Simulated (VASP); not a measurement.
# SnSe (Imm2) in VASP: notebook, part 2 of 2

VASP 6.6.1. The steps go on from the part before.

## 4. Single point, LDA

INCAR

```
ALGO = Normal
EDIFF = 1E-6
ENCUT = 520
ISIF = 2
ISMEAR = 0
LASPH = T
LCHARG = T
LELF = T
LREAL = F
LVHAR = T
LWAVE = F
NBANDS = 17
NELM = 100
PREC = Accurate
SIGMA = 0.05
```

KPOINTS

```
k-points
0
Gamma
  8 8 8
```

POSCAR

```
SnSe
1.0
    0.0000000000      3.0100000000      3.0100000000
    3.0100000000      0.0000000000      3.0100000000
    3.0100000000      3.0100000000      0.0000000000
Sn Se
1 1
Direct
    0.0117459598      0.0000000000      0.0000000000
    0.5000000000      0.5000000000      0.5000000000
```

Potentials or basis: VASP PAW LDA potentials, release 64 (Sn_d, Se).

Launch:

```console
cat potpaw_LDA.64/Sn_d/POTCAR potpaw_LDA.64/Se/POTCAR > POTCAR
mpirun -np 1 vasp_std > vasp.out
```

OUTCAR:

```text
EDIFF = 1E-6
   ENCUT = 520
   ISIF = 2
   ISMEAR = 0
   LASPH = T
   LREAL = F
   NELM = 100
   PREC = Accurate

 ion  position               nearest neighbor table
   1  0.012  0.000  0.000-   2 2.97   2 2.97   2 3.01   2 3.01   2 3.05   2 3.05
   2  0.500  0.500  0.500-   1 2.97   1 2.97   1 3.01   1 3.01   1 3.05   1 3.05

  LATTYP: Found a face centered cubic cell.
 ALAT       =     6.0200000000

  Lattice vectors:

 A1 = (   0.0000000000,   3.0100000000,   3.0100000000)
 A2 = (   3.0100000000,   0.0000000000,   3.0100000000)
 A3 = (   3.0100000000,   3.0100000000,   0.0000000000)
[... 648 lines left out ...]
      4     -16.0578      2.00000
      5     -16.0577      2.00000
      6      -7.5348      2.00000
[... 9 lines left out ...]
     16      14.9317      0.00000
     17      16.2601      0.00000

 [... further k-points ...]
[... 5 lines left out ...]
  --------------------------------------------------------------------------------------
  -------------------------------------------------------------------------------------
  Total       -1.1066498     -1.0956751     -1.0956751      0.0000000      0.0075091      0.0000000
  in kB      -32.5080782    -32.1856937    -32.1856937      0.0000000      0.2205808      0.0000000
  external PRESSURE =     -32.2931552 kB  Pullay stress =       0.0000000 kB

 VOLUME and BASIS-vectors are now :
 -----------------------------------------------------------------------------
  energy-cutoff  :      520.00
  volume of cell :       54.54
      direct lattice vectors                 reciprocal lattice vectors
     0.000000000  3.010000000  3.010000000    -0.166112957  0.166112957  0.166112957
     3.010000000  0.000000000  3.010000000     0.166112957 -0.166112957  0.166112957
     3.010000000  3.010000000  0.000000000     0.166112957  0.166112957 -0.166112957

 POSITION                                       TOTAL-FORCE (eV/Angst)
 -----------------------------------------------------------------------------------
      0.00000      0.03536      0.03536         0.000000      0.007299      0.007299
      3.01000      3.01000      3.01000        -0.000000     -0.007299     -0.007299
 -----------------------------------------------------------------------------------
    total drift:                               -0.000000      0.000159      0.000159

  FREE ENERGIE OF THE ION-ELECTRON SYSTEM (eV)
  ---------------------------------------------------
  free  energy   TOTEN  =        -9.4751253913 eV

  energy  without entropy=       -9.4751253913  energy(sigma->0) =       -9.47512539
```

OSZICAR:

```text
N       E                     dE             d eps       ncg     rms          rms(c)
DAV:   1     0.129544218055E+03    0.12954E+03   -0.98786E+03  3278   0.144E+03
DAV:   2     0.291136768160E+01   -0.12663E+03   -0.12245E+03  3497   0.341E+02
DAV:   3    -0.934378185715E+01   -0.12255E+02   -0.12169E+02  3912   0.928E+01
DAV:   4    -0.965816605504E+01   -0.31438E+00   -0.31415E+00  3931   0.159E+01
DAV:   5    -0.966709328190E+01   -0.89272E-02   -0.89268E-02  4509   0.263E+00    0.315E+00
DAV:   6    -0.948275475926E+01    0.18434E+00   -0.46303E-01  4751   0.397E+00    0.189E+00
DAV:   7    -0.947673665367E+01    0.60181E-02   -0.65842E-02  3852   0.115E+00    0.913E-01
DAV:   8    -0.947532508027E+01    0.14116E-02   -0.67898E-03  3834   0.680E-01    0.865E-02
DAV:   9    -0.947511871660E+01    0.20636E-03   -0.13294E-03  4626   0.259E-01    0.411E-02
DAV:  10    -0.947512477735E+01   -0.60607E-05   -0.97950E-05  3791   0.574E-02    0.817E-03
DAV:  11    -0.947512539127E+01   -0.61392E-06   -0.52465E-06  4247   0.160E-02
   1 F= -.94751254E+01 E0= -.94751254E+01  d E =-.273360E-16
```

stdout:

```text
POSCAR found type information on POSCAR SnSe
 POSCAR found :  2 types and       2 ions
 scaLAPACK will be used
 LDA part: xc-table for (Slater(with rela. corr.)+CA(PZ))
 , standard interpolation
 POSCAR, INCAR and KPOINTS ok, starting setup
 FFT: planning ... GRIDC
 FFT: planning ... GRID_SOFT
 FFT: planning ... GRID
 WAVECAR not read
 entering main loop
```

It took 44 s on 1 thread of Intel Xeon Platinum 8488C (Sapphire Rapids), shared host; peak memory 0.21 GiB.

Results:

| Item | Value |
| --- | --- |
| Free energy | -9.4751 eV |
| Pressure | -3.2 GPa |
| Largest force | 0.010 eV/Å |
| Band gap on the k mesh | 0.62 eV, direct |

Forces in eV/Å, atoms in the order of the input:
```
Sn   0.000  0.007  0.007
Se   0.000 -0.007 -0.007
```

Caveat: spin-orbit coupling is left out, which moves the levels of the heavy elements. A k mesh can miss the band edges.

## 5. Single point, LDA

INCAR

```
SYSTEM = SnSe
PREC     = Accurate       ! precision mode
ENCUT    = 520            ! plane-wave cutoff, eV
EDIFF    = 1E-6           ! SCF threshold, eV
ISMEAR   = 0              ! smearing method
SIGMA    = 0.05           ! smearing width, eV
LREAL    = .FALSE.        ! projectors in reciprocal space
LASPH    = .TRUE.         ! aspherical terms in the spheres
NELM     = 100            ! most SCF steps
ALGO     = Normal         ! electronic algorithm
ISIF     = 2              ! what is computed and relaxed
LWAVE    = .FALSE.        ! write WAVECAR
LCHARG   = .FALSE.        ! write CHGCAR
GGA      = CA             ! functional
NBANDS   = 17             ! bands
```

KPOINTS

```
Automatic mesh
0
G
  8 8 8
  0 0 0
```

POSCAR, as its differences from that of step 4:

```diff
@@ -8,3 +8,3 @@
 Direct
-    0.0117459598      0.0000000000      0.0000000000
+   -0.0058729799      0.0000000000      0.0000000000
     0.5000000000      0.5000000000      0.5000000000
```

Potentials or basis: VASP PAW LDA potentials, release 64 (Sn_d, Se).

Launch:

```console
cat potpaw_LDA.64/Sn_d/POTCAR potpaw_LDA.64/Se/POTCAR > POTCAR
mpirun -np 1 vasp_std > vasp.out
```

OUTCAR:

```text
SYSTEM = SnSe
   PREC = Accurate
   ENCUT = 520
   EDIFF = 1E-6
   ISMEAR = 0
   LREAL = .FALSE.
   LASPH = .TRUE.
   NELM = 100
   ISIF = 2
   GGA = CA

 ion  position               nearest neighbor table
   1  0.994  0.000  0.000-   2 2.99   2 2.99   2 3.01   2 3.01   2 3.03   2 3.03
   2  0.500  0.500  0.500-   1 2.99   1 2.99   1 3.01   1 3.01   1 3.03   1 3.03

  LATTYP: Found a face centered cubic cell.
 ALAT       =     6.0200000000

  Lattice vectors:

 A1 = (   0.0000000000,   3.0100000000,   3.0100000000)
 A2 = (   3.0100000000,   0.0000000000,   3.0100000000)
 A3 = (   3.0100000000,   3.0100000000,   0.0000000000)

Analysis of symmetry for initial positions (statically):
=====================================================================
 Subroutine PRICEL returns:
 Original cell was already a primitive cell.

 Routine SETGRP: Setting up the symmetry group for a
 face centered cubic supercell.

 Subroutine GETGRP returns: Found  4 space group operations
 (whereof  4 operations were pure point group operations)
 out of a pool of 48 trial point group operations.

The static configuration has the point symmetry C_2v.

Analysis of symmetry for dynamics (positions and initial velocities):
=====================================================================
 Subroutine PRICEL returns:
 Original cell was already a primitive cell.

 Routine SETGRP: Setting up the symmetry group for a
 face centered cubic supercell.

 Subroutine GETGRP returns: Found  4 space group operations
 (whereof  4 operations were pure point group operations)
 out of a pool of 48 trial point group operations.

The dynamic configuration has the point symmetry C_2v.

 Subroutine INISYM returns: Found  4 space group operations
 (whereof  4 operations are pure point group operations),
 and found     1 'primitive' translations

----------------------------------------------------------------------------------------

                                     Primitive cell

  volume of cell :      54.5418

  direct lattice vectors                    reciprocal lattice vectors
     0.000000000  3.010000000  3.010000000    -0.166112957  0.166112957  0.166112957
     3.010000000  0.000000000  3.010000000     0.166112957 -0.166112957  0.166112957
     3.010000000  3.010000000  0.000000000     0.166112957  0.166112957 -0.166112957

  length of vectors
     4.256782823  4.256782823  4.256782823     0.287716081  0.287716081  0.287716081

  position of ions in fractional coordinates (direct lattice)
     0.994127020  0.000000000  0.000000000
     0.500000000  0.500000000  0.500000000

  ion indices of the primitive-cell ions
   primitive index   ion index
                 1           1
                 2           2

----------------------------------------------------------------------------------------

 KPOINTS: Automatic mesh

Automatic generation of k-mesh.
 Grid dimensions read from file:
 generate k-points for:    8    8    8

 Generating k-lattice:

  Cartesian coordinates                     Fractional coordinates (reciprocal lattice)
    -0.020764120  0.020764120  0.020764120     0.125000000  0.000000000  0.000000000
     0.020764120 -0.020764120  0.020764120     0.000000000  0.125000000  0.000000000
     0.020764120  0.020764120 -0.020764120     0.000000000  0.000000000  0.125000000

  Length of vectors
     0.035964510  0.035964510  0.035964510

  Shift w.r.t. Gamma in fractional coordinates (k-lattice)
     0.000000000  0.000000000  0.000000000

 Subroutine IBZKPT returns following result:
 ===========================================

 Found     95 irreducible k-points:

 Following reciprocal coordinates:
            Coordinates               Weight
  0.000000  0.000000  0.000000      1.000000
  0.125000  0.000000  0.000000      4.000000
  0.000000  0.125000  0.000000      4.000000
  0.250000  0.000000  0.000000      4.000000
  0.000000  0.250000  0.000000      4.000000
  0.375000  0.000000  0.000000      4.000000
[... 16 lines left out ...]
  0.375000 -0.125000 -0.125000      4.000000
 -0.375000  0.125000  0.000000      8.000000
 [... further k-points ...]
   k-points           NKPTS =     95   k-points in BZ     NKDIM =     95   number of bands    NBANDS=     17
   number of dos      NEDOS =    301   number of ions     NIONS =      2
   total plane-waves  NPLWV =  32768
   dimension x,y,z NGX =    32 NGY =   32 NGZ =   32
   dimension x,y,z NGXF=    64 NGYF=   64 NGZF=   64
   ions per type =               1   1
   NGX,Y,Z   is equivalent  to a cutoff of  12.50, 12.50, 12.50 a.u.
   NGXF,Y,Z  is equivalent  to a cutoff of  24.99, 24.99, 24.99 a.u.
 SYSTEM =  SnSe
   PREC   = accura    normal or accurate (medium, high low for compatibility)
   ISTART =      0    job   : 0-new  1-cont  2-samecut
   ICHARG =      2    charge: 1-file 2-atom 10-const
   ISPIN  =      1    spin polarized calculation?
   LNONCOLLINEAR =      F non collinear calculations
   LSORBIT =      F    spin-orbit coupling
   LASPH  =      T    aspherical Exc in radial PAW
   ENCUT  =  520.0 eV  38.22 Ry    6.18 a.u.   7.91  7.91  7.91*2*pi/ulx,y,z
   NELM   =    100;   NELMIN=  2; NELMDL= -5     # of ELM steps
   EDIFF  = 0.1E-05   stopping-criterion for ELM
   LREAL  =      F    real-space projection
   EDIFFG = 0.1E-04   stopping-criterion for IOM
   NSW    =      0    number of steps for IOM
   IBRION =     -1    ionic relax: 0-MD 1-quasi-New 2-CG
   NFREE  =      0    steps in history (QN), initial steepest desc. (CG)
   ISIF   =      2    stress and relaxation
   ISYM   =      2    0-nonsym 1-usesym 2-fastsym
   POTIM  = 0.5000    time-step for ionic-motion
   TEBEG  =    0.0;   TEEND  =   0.0 temperature during run
   PSTRESS=    0.0 pullay stress
   NELECT =      20.0000    total number of electrons
   NUPDOWN=      -1.0000    fix difference up-down
   EMIN   =  10.00;   EMAX   =-10.00  energy-range for DOS
   EFERMI =   0.00;   METHOD = LEGACY
   ISMEAR =     0;   SIGMA  =   0.05  broadening in eV -4-tet -1-fermi 0-gaus
   EFERMI_NEDOS =   21; number of points for ismear=-14 and -15
   IALGO  =     38    algorithm
   IMIX   =      4    mixing-type and parameters
     AMIX     =   0.40;   BMIX     =  1.00
     AMIX_MAG =   1.60;   BMIX_MAG =  1.00
  volume/ion in A,a.u.               =      27.27       184.03
  Fermi-wavevector in a.u.,A,eV,Ry     =   1.171768  2.214321 18.681350  1.373040
  Thomas-Fermi vector in A             =   2.308207
   LORBIT       =      0    0 simple, 1 ext, 2 COOP (PROOUT), +10 PAW based schemes
   GGA     = CA    functional components
   LHFCALC =     F    Hartree Fock is set to
   AEXX    =    0.0000 exact exchange contribution
   IVDW    =     0    specifies the selected vdW correction
   LEPSILON=     F    determine dielectric tensor
   LRPA    =     F    only Hartree local field effects (RPA)
 non-spin polarized calculation
 Gauss-broadening in eV      SIGMA  =   0.05
  energy-cutoff  :      520.00
  volume of cell :       54.54
 maximum number of plane-waves:      1480
   NGX = 15   NGY = 15   NGZ = 15

 number of electron      20.0000003 magnetization

 Free energy of the ion-electron system (eV)
  ---------------------------------------------------
  ext. energy  EPLUGINS =         0.00000000
  ---------------------------------------------------
  free energy    TOTEN  =        -9.47492196 eV

  energy without entropy =       -9.47492196  energy(sigma->0) =       -9.47492196

 E-fermi :   5.5739     XC(G=0):  -9.8823

 val. band max:        5.3268184893   @ k =   0.0000   0.5000   0.0000
 cond. band min:       5.9548366570   @ k =   0.0000   0.5000   0.0000
 fundamental gap:      0.6280181677
 Fermi energy:         5.5738717050

 k-point     1 :       0.0000    0.0000    0.0000
  band No.  band energies     occupation
      1     -16.0729      2.00000
      2     -16.0728      2.00000
      3     -16.0709      2.00000
      4     -16.0709      2.00000
      5     -16.0708      2.00000
      6      -8.4464      2.00000
[... 9 lines left out ...]
     16      11.2932      0.00000
     17      13.5584      0.00000

 k-point     2 :       0.1250    0.0000    0.0000
  band No.  band energies     occupation
      1     -16.0738      2.00000
      2     -16.0738      2.00000
      3     -16.0704      2.00000
      4     -16.0691      2.00000
      5     -16.0691      2.00000
      6      -8.3368      2.00000
[... 9 lines left out ...]
     16      11.6573      0.00000
     17      14.6303      0.00000
[... 421 lines left out ...]
 k-point    24 :      -0.3750    0.1250    0.0000
  band No.  band energies     occupation
      1     -16.0813      2.00000
      2     -16.0790      2.00000
      3     -16.0674      2.00000
      4     -16.0595      2.00000
      5     -16.0594      2.00000
      6      -7.5319      2.00000
[... 9 lines left out ...]
     16      14.9297      0.00000
     17      16.2617      0.00000

 [... further k-points ...]
[... 5 lines left out ...]
  --------------------------------------------------------------------------------------
  -------------------------------------------------------------------------------------
  Total       -1.1098167     -1.1069062     -1.1069062      0.0000000      0.0022159      0.0000000
  in kB      -32.6011084    -32.5156110    -32.5156110      0.0000000      0.0650939      0.0000000
  external PRESSURE =     -32.5441101 kB  Pullay stress =       0.0000000 kB

 VOLUME and BASIS-vectors are now :
 -----------------------------------------------------------------------------
  energy-cutoff  :      520.00
  volume of cell :       54.54
      direct lattice vectors                 reciprocal lattice vectors
     0.000000000  3.010000000  3.010000000    -0.166112957  0.166112957  0.166112957
     3.010000000  0.000000000  3.010000000     0.166112957 -0.166112957  0.166112957
     3.010000000  3.010000000  0.000000000     0.166112957  0.166112957 -0.166112957

 POSITION                                       TOTAL-FORCE (eV/Angst)
 -----------------------------------------------------------------------------------
      0.00000      2.99232      2.99232        -0.000000     -0.004042     -0.004042
      3.01000      3.01000      3.01000         0.000000      0.004042      0.004042
 -----------------------------------------------------------------------------------
    total drift:                               -0.000000      0.000073      0.000073

  FREE ENERGIE OF THE ION-ELECTRON SYSTEM (eV)
  ---------------------------------------------------
  free  energy   TOTEN  =        -9.4749219632 eV

  energy  without entropy=       -9.4749219632  energy(sigma->0) =       -9.47492196
```

Wall time 44 s (1 thread of Intel Xeon Platinum 8488C (Sapphire Rapids), shared host); peak memory 0.21 GiB.

Results:

```yaml
Free_energy: -9.4749 eV
Pressure: -3.3 GPa
Largest_force: 0.006 eV/Å
Band_gap_on_the_k_mesh: 0.63 eV, direct
```

Forces on the atoms (eV/Å):
```
Sn   0.000 -0.004 -0.004
Se   0.000  0.004  0.004
```

Caveat: spin-orbit coupling is left out, which moves the levels of the heavy elements. A k mesh can miss the band edges.

## 6. Summary

```tsv
cell	gap on the mesh (eV)	pressure (GPa)	largest force (eV/Å)
all Sn atoms moved +0.062 Å, as atom 1 towards its neighbour atom 1 (Sn) at 4.257 Å	0.62	-3.2	0.01
all Sn atoms moved -0.100 Å, as atom 1 towards its neighbour atom 1 (Sn) at 4.257 Å	0.61	-3.1	0.01
all Sn atoms moved -0.050 Å, as atom 1 towards its neighbour atom 1 (Sn) at 4.257 Å	0.62	-3.2	0.01
all Sn atoms moved +0.025 Å, as atom 1 towards its neighbour atom 1 (Sn) at 4.257 Å	0.63	-3.3	0.01
```

Alike in all rows: task single point; level LDA; potentials or basis VASP PAW LDA potentials, release 64 (Sn_d, Se); no spin polarisation; k mesh 8 × 8 × 8; cutoff (eV) 520; smearing gaussian 0.05 eV.

Caveats: spin-orbit coupling is left out, which moves the levels of the heavy elements.

Total energies depend on the potentials used, so only differences within one code and one set of settings carry meaning.
